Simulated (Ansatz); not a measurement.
A run of Ansatz 0.2.0 is set up as follows.

Contents of input.yaml:

```yaml
crystal:
  lattice:
    - [0.0, 3.05006681, 3.05006681]
    - [3.05006681, 0.0, 3.05006681]
    - [3.05006681, 3.05006681, 0.0]
  atoms:
    - { symbol: Ti, position: [0.5, 0.5, 0.5] }
    - { symbol: Te, position: [0.0, 0.0, 0.0] }
hamiltonian:
  xc: r2scan
  pseudopotentials: { kind: paw }
  hubbard: { sites: [{ species: Ti, l: d, u_eff: 2.0 }] }
kpoints:
  mp_grid: { grid: [8, 8, 8] }
scf:
  occupations: { method: fermi_dirac, width: 0.05 }
output:
  forces: true
  stress: true
  eigenvalues: true
```

Potentials or basis: Ansatz PAW.

The run is started by

```console
$ ansatz run input.yaml --threads 2 --pin off --max-ram 5632MiB --backend cpu --events-out ev --progress --plain --runs-dir out
```

Question: Estimate the band gap on the k mesh.

Answer: None (metal or under the smearing width).

Question: Predict the pressure.

Answer: -9.7 GPa.

Eigenvalues of the final occupation matrices:
```
  site  spin  trace               eigenvalues
site 1     1   1.38  0.16 0.16 0.35 0.35 0.35
```

Caveat: U without spin polarisation on a metal has little footing; the PAW data sets come from PBE, with cores solved anew for the run's functional, which leaves a small shift of forces and pressure; the U is typed as a test and isn't derived for this compound. Spin-orbit coupling is left out, which matters for the levels of Te.
